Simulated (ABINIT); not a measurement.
A run of ABINIT 10.8.3 (patched build) is set up as follows.

run.abi

```
# Pseudopotentials
pp_dirpath "./"
pseudos "Zn.upf"

# Structure
acell 3*1.0 Angstrom
rprim
     2.6700000000     0.0000000000     0.0000000000
    -1.3350000000     2.3122878281     0.0000000000
     0.0000000000     0.0000000000     4.9660000000
ntypat 1
znucl 30
natom 2
typat 1 1
xred
     0.6666666667     0.3333333333     0.7500000000
     0.3333333333     0.6666666667     0.2500000000

# Plane-wave basis
ecut 38.0

# k points
kptopt 1
ngkpt 8 8 4
nshiftk 1
shiftk 0.0 0.0 0.0

# Exchange and correlation
ixc -116133

# Bands and occupations
nband 24
occopt 3
tsmear 0.00183747

# SCF cycle
nstep 100
tolvrs 1.0e-10

# Output
iomode 3
prtwf 0
prtden 0
prteig 0
prtebands 0
enunit 1
```

Potentials or basis: PseudoDojo NC SR PBEsol v0.4 stringent.

The run is started by

```sh
$ mpirun --bind-to none -np 4 abinit run.abi > log 2>&1
```

What does it give for the band gap on the k mesh?

None (metal or under the smearing width).

What does it give for the pressure?

-6.7 GPa.

Stress tensor (GPa, compression positive):
```
-5.95  0.00  0.00
 0.00 -5.95  0.00
 0.00  0.00 -8.32
```
